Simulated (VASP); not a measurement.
# MnF2 (P4_2/mnm) in VASP: notebook

One crystal, MnF2, is run at these levels: BLYP, PW91, AM05, PBE; tasks: relaxation of cell and atoms, single point.

Program: VASP 6.6.1. These are calculated values, not measurements. Logs are shortened: lines on timing, memory, paths and dates and some standing lists are left out, and cuts for length are marked.

**1. The crystal as given**

Symmetry: P4_2/mnm, No. 136, tetragonal system. Conventional cell: a = 4.874 Å, b = 4.874 Å, c = 3.311 Å, α = 90.00°, β = 90.00°, γ = 90.00°. Mn (site symmetry mmm) has 6 F at 2.10 to 2.13 Å as nearest neighbours. Around F (site symmetry m2m) lie 3 Mn at 2.10 to 2.13 Å.

**2. Relaxation of cell and atoms, BLYP, collinear spin, ferromagnetic start**

Input file INCAR:

```
PREC = Accurate ; ENCUT = 600
EDIFF = 1E-6 ; ISMEAR = -1
SIGMA = 0.05 ; LREAL = False
LASPH = True ; NELM = 150
ALGO = Normal ; ISIF = 3
LWAVE = False ; LCHARG = False
ISPIN = 2 ; MAGMOM = 4 4 0 0 0 0
LORBIT = 11 ; LMAXMIX = 4
GGA = B5 ; ALDAX = 1.0
AGGAX = 1.0 ; AGGAC = 1.0
ALDAC = 0.0 ; IBRION = 2
NSW = 60 ; EDIFFG = -0.005
```

Input file KPOINTS:

```
Automatic mesh
0
Gamma
  5 5 6
```

Input file POSCAR:

```
MnF2
1.0
    4.8738000000      0.0000000000      0.0000000000
    0.0000000000      4.8738000000      0.0000000000
    0.0000000000      0.0000000000      3.3107000000
Mn F
2 4
Direct
    0.5000000000      0.5000000000      0.5000000000
    0.0000000000      0.0000000000      0.0000000000
    0.8053000000      0.1947000000      0.5000000000
    0.6947000000      0.6947000000      0.0000000000
    0.1947000000      0.8053000000      0.5000000000
    0.3053000000      0.3053000000      0.0000000000
```

Potentials or basis: VASP PAW PBE potentials, release 64 (Mn_pv, F).

Started as:

```bash
$ cat potpaw_PBE.64/Mn_pv/POTCAR potpaw_PBE.64/F/POTCAR > POTCAR
$ mpirun -np 1 vasp_std > vasp.out
```

OUTCAR:

```text
PREC = Accurate
   ENCUT = 600
   EDIFF = 1E-6
   ISMEAR = -1
   LREAL = False
   LASPH = True
   NELM = 150
   ISIF = 3
   ISPIN = 2
   LORBIT = 11
   GGA = B5
   IBRION = 2
   NSW = 60
   EDIFFG = -0.005

 ion  position               nearest neighbor table
   1  0.500  0.500  0.500-   3 2.10   5 2.10   4 2.13   6 2.13   4 2.13   6 2.13
   2  0.000  0.000  0.000-   4 2.10   6 2.10   5 2.13   3 2.13   3 2.13   5 2.13
   3  0.805  0.195  0.500-   1 2.10   2 2.13   2 2.13
   4  0.695  0.695  0.000-   2 2.10   1 2.13   1 2.13
   5  0.195  0.805  0.500-   1 2.10   2 2.13   2 2.13
   6  0.305  0.305  0.000-   2 2.10   1 2.13   1 2.13

  LATTYP: Found a simple tetragonal cell.
 ALAT       =     4.8738000000
 C/A-ratio  =     0.6792851574

  Lattice vectors:

 A1 = (   4.8738000000,   0.0000000000,   0.0000000000)
 A2 = (   0.0000000000,   4.8738000000,   0.0000000000)
 A3 = (   0.0000000000,   0.0000000000,   3.3107000000)

Analysis of symmetry for initial positions (statically):
=====================================================================
 Subroutine PRICEL returns:
 Original cell was already a primitive cell.

 Routine SETGRP: Setting up the symmetry group for a
 simple tetragonal supercell.

 Subroutine GETGRP returns: Found 16 space group operations
 (whereof  8 operations were pure point group operations)
 out of a pool of 16 trial point group operations.

The static configuration has the point symmetry D_2h.
 The point group associated with its full space group is D_4h.

Analysis of symmetry for dynamics (positions and initial velocities):
=====================================================================
 Subroutine PRICEL returns:
 Original cell was already a primitive cell.

 Routine SETGRP: Setting up the symmetry group for a
 simple tetragonal supercell.

 Subroutine GETGRP returns: Found 16 space group operations
 (whereof  8 operations were pure point group operations)
 out of a pool of 16 trial point group operations.

The dynamic configuration has the point symmetry D_2h.
 The point group associated with its full space group is D_4h.

Analysis of structural, dynamic, and magnetic symmetry:
=====================================================================
 Subroutine PRICEL returns:
 Original cell was already a primitive cell.

 Routine SETGRP: Setting up the symmetry group for a
[... 148 lines left out ...]
  volume of cell :       78.64
 maximum number of plane-waves:      2641
 NGX is ok and might be reduce to    40
   NGX = 19   NGY = 19   NGZ = 13

--------------------------------------- Ionic step        1  -------------------------------------------

 number of electron      54.0000035 magnetization      10.0000034

 number of electron      54.0000035 magnetization       9.9999982

 Free energy of the ion-electron system (eV)
  ---------------------------------------------------
  ext. energy  EPLUGINS =         0.00000000
  ---------------------------------------------------
  free energy    TOTEN  =       -37.66989333 eV

  energy without entropy =      -37.66989329  energy(sigma->0) =      -37.66989331

------------------------ aborting loop because EDIFF is reached ----------------------------------------

  FORCE on cell =-STRESS in cart. coord.  units (eV):
  Direction    XX          YY          ZZ          XY          YZ          ZX
  --------------------------------------------------------------------------------------
  -------------------------------------------------------------------------------------
  Total        2.7443686      2.7443686      3.1207806     -0.0000000      0.0000000      0.0000000
  in kB       55.9110683     55.9110683     63.5797153     -0.0000000      0.0000000      0.0000000
  external PRESSURE =      58.4672840 kB  Pullay stress =       0.0000000 kB
[... 101 lines left out ...]
  FREE ENERGIE OF THE ION-ELECTRON SYSTEM (eV)
  ---------------------------------------------------
  free  energy   TOTEN  =       -37.7542631339 eV

  energy  without entropy=      -37.7542631196  energy(sigma->0) =      -37.75426313

[... ionic steps 4 to 7 ...]

--------------------------------------- Ionic step        8  -------------------------------------------

 number of electron      54.0000027 magnetization      10.0000009

------------------------ aborting loop because EDIFF is reached ----------------------------------------
[... 75 lines left out ...]
--------------------------------------- Ionic step       10  -------------------------------------------

 number of electron      54.0000024 magnetization      10.0000009

 Free energy of the ion-electron system (eV)
  ---------------------------------------------------
  ext. energy  EPLUGINS =         0.00000000
  ---------------------------------------------------
  free energy    TOTEN  =       -37.75586310 eV

  energy without entropy =      -37.75586308  energy(sigma->0) =      -37.75586309

 E-fermi :   3.5156     XC(G=0):  -9.1994

 val. band max:        2.7959134098   @ k =   0.0000   0.0000   0.0000
 cond. band min:       4.2054964067   @ k =   0.0000   0.0000   0.0000
 fundamental gap:      1.4095829969
 Fermi energy:         3.5156449202

 spin component 1

 k-point     1 :       0.0000    0.0000    0.0000
  band No.  band energies     occupation
      1     -47.0234      1.00000
      2     -47.0234      1.00000
      3     -46.9752      1.00000
      4     -46.9752      1.00000
      5     -46.9728      1.00000
      6     -46.9715      1.00000
[... 925 lines left out ...]
     35      10.4593      0.00000
     36      11.1303      0.00000
 Fermi energy:         3.5156449202

 spin component 2

 k-point     1 :       0.0000    0.0000    0.0000
  band No.  band energies     occupation
      1     -42.2423      1.00000
      2     -42.2423      1.00000
      3     -42.1805      1.00000
      4     -42.1805      1.00000
      5     -42.1707      1.00000
      6     -42.1688      1.00000
[... 958 lines left out ...]
  FREE ENERGIE OF THE ION-ELECTRON SYSTEM (eV)
  ---------------------------------------------------
  free  energy   TOTEN  =       -37.7558630959 eV

  energy  without entropy=      -37.7558630848  energy(sigma->0) =      -37.75586309

 reached required accuracy - stopping structural energy minimisation

 total charge

# of ion       s       p       d       tot
------------------------------------------
    1        0.153   6.128   4.937  11.218
    2        0.153   6.128   4.937  11.218
    3        1.721   4.356   0.000   6.077
    4        1.721   4.356   0.000   6.077
    5        1.721   4.356   0.000   6.077
    6        1.721   4.356   0.000   6.077
--------------------------------------------------
tot          7.190  29.678   9.874  46.742

 magnetization (x)

# of ion       s       p       d       tot
------------------------------------------
    1        0.017   0.013   4.552   4.582
    2        0.017   0.013   4.552   4.582
    3        0.009   0.092   0.000   0.101
    4        0.009   0.092   0.000   0.101
    5        0.009   0.092   0.000   0.101
    6        0.009   0.092   0.000   0.101
--------------------------------------------------
tot          0.068   0.395   9.104   9.567
```

CONTCAR:

```text
MnF2
   1.00000000000000
     4.9899973489227047    0.0000000000000000    0.0000000000000000
     0.0000000000000000    4.9899973489227047    0.0000000000000000
     0.0000000000000000    0.0000000000000000    3.3600120231495660
  Mn              F
     2     4
Direct
     0.5000000000000000    0.5000000000000000    0.5000000000000000
     0.0000000000000000    0.0000000000000000    0.0000000000000000
     0.8051373706868576    0.1948626293131424    0.5000000000000000
     0.6948626293131424    0.6948626293131424    0.0000000000000000
     0.1948626293131424    0.8051373706868576    0.5000000000000000
     0.3051373706868576    0.3051373706868576    0.0000000000000000

  0.00000000E+00  0.00000000E+00  0.00000000E+00
  0.00000000E+00  0.00000000E+00  0.00000000E+00
  0.00000000E+00  0.00000000E+00  0.00000000E+00
  0.00000000E+00  0.00000000E+00  0.00000000E+00
  0.00000000E+00  0.00000000E+00  0.00000000E+00
  0.00000000E+00  0.00000000E+00  0.00000000E+00
```

It took 8.3 min on 1 thread of Intel Xeon 6975P-C (Granite Rapids), shared host; peak memory 0.31 GiB.

What came out:

```yaml
Free_energy: -37.7559 eV
Relaxed_volume: 13.94 Å³/atom
Relaxed_cell: a = 4.990 Å, b = 4.990 Å, c = 3.360 Å, α = 90.00°, β = 90.00°, γ = 90.00°
Space_group_after_relaxing_to_0.05_Å: P4_2/mnm (No. 136)
Energy_gained_by_relaxing: 14.3 meV/atom
Ionic_steps: 10
Pressure_after_relaxing: 0.0 GPa
Band_gap_on_the_k_mesh: 1.41 eV, direct
Net_moment: 10.00 μB per cell
Site_moments: Mn +4.58; F +0.10 μB
Valence_electrons_inside_the_program's_atomic_spheres: Mn 11.22; F 6.08
```

Forces in eV/Å, atoms in the order of the input:
```
Mn   0.000  0.000  0.000
Mn   0.000  0.000  0.000
F   -0.002  0.002  0.000
F    0.002  0.002  0.000
F    0.002 -0.002  0.000
F   -0.002 -0.002  0.000
```

The path:
```tsv
step	energy change (eV)	largest force (eV/Å)	pressure (GPa)	volume (Å³)
1	0.0000	0.0727	5.85	78.64
2	-0.0826	0.0232	-0.73	84.21
3	-0.0844	0.0130	-0.01	83.46
4	-0.0843	0.0116	0.13	83.36
5	-0.0851	0.0069	0.10	83.41
6	-0.0856	0.0011	0.09	83.47
7	-0.0858	0.0105	0.07	83.60
8	-0.0859	0.0064	0.09	83.55
9	-0.0860	0.0017	-0.07	83.70
10	-0.0860	0.0029	-0.03	83.66
```

Final structure:
```yaml
crystal:
  lattice:
    - [4.99000, 0.00000, 0.00000]
    - [0.00000, 4.99000, 0.00000]
    - [0.00000, 0.00000, 3.36001]
  atoms:
    - { symbol: Mn, position: [0.50000, 0.50000, 0.50000] }
    - { symbol: Mn, position: [0.00000, 0.00000, 0.00000] }
    - { symbol: F, position: [0.80514, 0.19486, 0.50000] }
    - { symbol: F, position: [0.69486, 0.69486, 0.00000] }
    - { symbol: F, position: [0.19486, 0.80514, 0.50000] }
    - { symbol: F, position: [0.30514, 0.30514, 0.00000] }
```

Caveat: the PAW data sets were made with another functional, which shifts forces and pressure a little; an odd mesh through Γ misses points on the zone boundary, where band edges often lie; only a ferromagnetic start was run, and an antiferromagnetic order may lie lower in energy.

**3. Relaxation of cell and atoms, PW91, collinear spin, ferromagnetic start**

Input file INCAR:

```
SYSTEM = MnF2
ALGO = Fast ; EDIFF = 1E-6
EDIFFG = -0.02 ; ENCUT = 600
GGA = 91 ; IBRION = 2
ISIF = 3 ; ISMEAR = -1
ISPIN = 2 ; LASPH = .True.
LCHARG = .False. ; LMAXMIX = 4
LORBIT = 11 ; LREAL = .False.
LWAVE = .False. ; MAGMOM = 4 4 0 0 0 0
NELM = 120 ; NSW = 40
PREC = Accurate ; SIGMA = 0.05
```

Input file KPOINTS:

```
k-points
0
Gamma
  5 5 6
  0 0 0
```

POSCAR is that of step 2.

Potentials or basis: VASP PAW PBE potentials, release 64 (Mn_pv, F).

Started as:

```bash
$ cat potpaw_PBE.64/Mn_pv/POTCAR potpaw_PBE.64/F/POTCAR > POTCAR
$ mpirun -np 1 vasp_std > vasp.out
```

Run time: 6.8 min. Hardware: 1 thread of Intel Xeon 6975P-C (Granite Rapids), shared host; peak memory 0.3 GiB.

The run converged. Its results:

- Free energy: -39.0434 eV
- Relaxed volume: 13.57 Å³/atom
- Relaxed cell: a = 4.936 Å, b = 4.936 Å, c = 3.342 Å, α = 90.00°, β = 90.00°, γ = 90.00°
- Space group after relaxing (to 0.05 Å): P4_2/mnm (No. 136)
- Energy gained by relaxing: 4.5 meV/atom
- Ionic steps: 6
- Pressure after relaxing: 0.0 GPa
- Band gap on the k mesh: 1.21 eV, direct
- Net moment: 10.00 μB per cell
- Site moments: Mn +4.59; F +0.09 μB
- Valence electrons inside the program's atomic spheres: Mn 11.23; F 6.09

Stress tensor (GPa, compression positive):
```
 0.04  0.00  0.00
 0.00  0.04  0.00
 0.00  0.00 -0.21
```

The path:
| step | energy change (eV) | largest force (eV/Å) | pressure (GPa) | volume (Å³) |
| --- | --- | --- | --- | --- |
| 1 | 0.0000 | 0.0392 | 3.22 | 78.64 |
| 2 | -0.0258 | 0.0154 | -0.40 | 81.68 |
| 3 | -0.0263 | 0.0094 | 0.03 | 81.30 |
| 4 | -0.0263 | 0.0102 | -0.04 | 81.35 |
| 5 | -0.0266 | 0.0066 | -0.06 | 81.39 |
| 6 | -0.0269 | 0.0012 | -0.04 | 81.43 |

Final structure:
```
Mn F
1.0
     4.93647    0.00000    0.00000
     0.00000    4.93647    0.00000
     0.00000    0.00000    3.34169
Mn F
2 4
Direct
  0.50000 0.50000 0.50000
  0.00000 0.00000 0.00000
  0.80519 0.19481 0.50000
  0.69481 0.69481 0.00000
  0.19481 0.80519 0.50000
  0.30519 0.30519 0.00000
```

Levels at points of the mesh, in eV from the valence-band top:
Spin up:
```tsv
k point	band 28	band 29	band 30	band 31	band 32	band 33	band 34	band 35	band 36
(0.00, 0.00, 0.00)	-1.69	-1.48	-0.53	-0.53	0.00	1.21	6.56	6.56	7.64
(0.00, 0.00, 0.50)	-1.76	-1.17	-1.17	-0.95	-0.95	5.71	5.71	9.56	9.60
```
Spin down:
| k point | band 19 | band 20 | band 21 | band 22 | band 23 | band 24 | band 25 | band 26 |
| --- | --- | --- | --- | --- | --- | --- | --- | --- |
| (0.00, 0.00, 0.00) | -4.83 | -4.45 | -4.45 | -4.17 | 1.70 | 1.71 | 2.06 | 2.13 |
| (0.00, 0.00, 0.50) | -5.02 | -5.02 | -4.83 | -4.83 | 2.07 | 2.07 | 2.15 | 2.15 |

Caveat: the PAW data sets were made with another functional, which shifts forces and pressure a little; an odd mesh through Γ misses points on the zone boundary, where band edges often lie; only a ferromagnetic start was run, and an antiferromagnetic order may lie lower in energy. Zero-point motion and thermal expansion aren't in these numbers.

(Part 1 of 2 ends here.)
